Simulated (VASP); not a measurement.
Write the native input for VASP 6.6.1 that does the following.

| Quantity | Value |
| --- | --- |
| Task | work function |
| Functional | PBEsol |
| Potentials or basis | VASP PAW PBE potentials, release 64 (Sr_sv) |
| Cutoff | 520 eV |
| k mesh | 6 × 6 × 1 |
| Occupations | methfessel-paxton, width 0.1 eV |
| Spin | no spin polarisation |
| Vacuum (Å) | 20 |
| Dipole correction | yes |
| Further INCAR settings | ALGO = Normal; EDIFF = 1e-06 |

The structure of Sr lies in POSCAR:

```
Sr
1.0
    4.2992092300      0.0000000000      0.0000000000
    2.1496046150      3.7232244090      0.0000000000
    0.0000000000      0.0000000000     41.0617378232
Sr
7
Direct
    0.0000000000      0.0000000000      0.2435357228
    0.3333333333      0.3333333333      0.3290238152
   -0.3333333333      0.6666666667      0.4145119076
    0.0000000000      0.0000000000      0.5000000000
    0.3333333333      0.3333333333      0.5854880924
   -0.3333333333      0.6666666667      0.6709761848
    0.0000000000      0.0000000000      0.7564642772
```

The cell was built by a generator and needn't be a form met in nature.

The input as run:

INCAR

```
ALGO = Normal ; DIPOL = 0.5 0.5 0.500
EDIFF = 1E-6 ; ENCUT = 520
GGA = PS ; IDIPOL = 3
ISIF = 2 ; ISMEAR = 1
LASPH = T ; LCHARG = F
LDIPOL = T ; LREAL = F
LVACPOTAV = T ; LVHAR = T
LWAVE = F ; NELM = 60
PREC = Accurate ; SIGMA = 0.1
```

KPOINTS

```
k-points
0
Gamma
  6 6 1
```

Potentials or basis: VASP PAW PBE potentials, release 64 (Sr_sv).

The run is started by

```console
$ cat potpaw_PBE.64/Sr_sv/POTCAR > POTCAR
$ mpirun -np 1 vasp_std > vasp.out
```

It gave:

```
Largest force                   : 0.151 eV/Å
Band gap on the k mesh          : none (metal or under the smearing width)
Work function of the upper face : 2.64 eV
Work function of the lower face : 2.64 eV
```

Caveat: the PAW data sets were made with another functional, which shifts forces and pressure a little.

It took 6.3 min on 1 thread of AMD EPYC 9R45 (Zen 5), on a shared host, peak memory 0.68 GiB.
